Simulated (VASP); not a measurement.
TePb in VASP 6.6.1, single-point calculation

INCAR

```
ENCUT = 520
EDIFF = 1E-7
ISIF = 2
LCHARG = .FALSE.
LWAVE = .FALSE.
AMIX = 0.05
LREAL = .FALSE.
NSW = 0
GGA = PE
SIGMA = 0.02
ISYM = 3
NELM = 120
IVDW = 21
PREC = Accurate
IBRION = -1
ISMEAR = -1
LASPH = .TRUE.
NBANDS = 17
```

KPOINTS

```
KPOINTS created by Atomic Simulation Environment
0
Gamma
8 8 8
0 0 0
```

POSCAR

```
Pb Te
 1.0000000000000000
     0.0000000000000000    3.1698017433999999    3.2787336025000000
     3.1698017433999999    0.0000000000000000    3.2787336025000000
     3.1698017433999999    3.1698017433999999    0.0000000000000000
 Pb  Te
   1   1
Cartesian
  0.0000000000000000  0.0000000000000000  0.0000000000000000
  3.1698017433999999  3.1698017433999999  3.2787336024999996
```

The recommended PBE PAW datasets give the neutral cell 20 valence electrons.

Command

```
mpirun -np 1 vasp_std
```

OSZICAR

```
N       E                     dE             d eps       ncg     rms          rms(c)
DAV:   1     0.152250909108E+03    0.15225E+03   -0.92361E+03  2022   0.115E+03
DAV:   2     0.281475832716E+01   -0.14944E+03   -0.14490E+03  2102   0.294E+02
DAV:   3    -0.729290055789E+01   -0.10108E+02   -0.10055E+02  2672   0.838E+01
DAV:   4    -0.755825538157E+01   -0.26535E+00   -0.26522E+00  2568   0.150E+01
DAV:   5    -0.756736613473E+01   -0.91108E-02   -0.91105E-02  2935   0.248E+00
```

Standard output (part)

```
POSCAR found type information on POSCAR PbTe
 POSCAR found :  2 types and       2 ions
 LDA part: xc-table for (Slater+PW92), standard interpolation
 POSCAR, INCAR and KPOINTS ok, starting setup
 WAVECAR not read
 entering main loop
|                     _     ____    _    _    _____     _                     |
|                    | |   | |_) | | |  | | | |  __    | |                    |
|                    |_|   |  _ <  | |  | | | | |_ |   |_|                    |
|                     _    | |_) | | |__| | | |__| |    _                     |
|     internal error in CHECK_FULL_KPOINTS: KPOINTS_FULL not properly         |
|     initialised                                                             |
|     If you are not a developer, you should not encounter this problem.      |
|     Please submit a bug report.                                             |
```

VASP stopped with an error.

The run took about 25 s on one core of a shared host (Intel Xeon Platinum 8488C) and held 0.21 GiB at most.
